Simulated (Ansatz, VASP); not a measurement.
## CaO in VASP and in Ansatz

The input INCAR:

```
SYSTEM = CaO
  ALGO = Normal
  EDIFF = 1E-6
  ENCUT = 520
  GGA = PE
  ISIF = 2
  ISMEAR = 0
  LASPH = .TRUE.
  LCHARG = .FALSE.
  LREAL = .FALSE.
  LWAVE = .FALSE.
  NBANDS = 15
  NELM = 100
  PREC = Accurate
  SIGMA = 0.05
```

KPOINTS

```
k-points
0
G
  12 12 12
  0 0 0
```

Contents of POSCAR:

```
CaO
1.0
    0.0000000000      2.4472080909      2.4472080909
    2.4472080909      0.0000000000      2.4472080909
    2.4472080909      2.4472080909      0.0000000000
Ca O
1 1
Direct
    0.5000000000      0.5000000000      0.5000000000
    0.0000000000      0.0000000000      0.0000000000
```

Input for Ansatz:

```yaml
crystal:
  lattice:
    - [0.0, 2.4472080909, 2.4472080909]
    - [2.4472080909, 0.0, 2.4472080909]
    - [2.4472080909, 2.4472080909, 0.0]
  atoms:
    - { symbol: Ca, position: [0.5, 0.5, 0.5] }
    - { symbol: O, position: [0.0, 0.0, 0.0] }
basis:
  ecutwfc: 420
  ecutrho_ratio: 4
kpoints:
  mp_grid: { grid: [12, 12, 12] }
hamiltonian:
  xc: pbe
scf:
  occupations: { method: gaussian, width: 0.05 }
output:
  forces: true
  stress: true
  eigenvalues: true
  write_density: true
  write_potential: true
  elf: true
  volumetric_format: npy
```

Alike in both runs: task single point; functional PBE; k mesh 12 × 12 × 12; occupations gaussian, width 0.05 eV; no spin polarisation.

```csv
,VASP,Ansatz
version,VASP 6.6.1,Ansatz 0.2.0
potentials or method,"VASP PAW PBE potentials, release 64 (Ca_sv, O)","scalar-relativistic, plane waves, PAW"
plane-wave cutoff (eV),520,420
valence electrons in the cell,16,16
```

```tsv
	VASP	Ansatz	Ansatz less VASP
gap on the k mesh at the Fermi level (eV)	3.64	3.66	+0.017
least direct gap on the mesh (eV)	4.03	4.04	+0.017
pressure (GPa)	-3.4	-3.8	-0.44
```

A k mesh can miss the band edges.
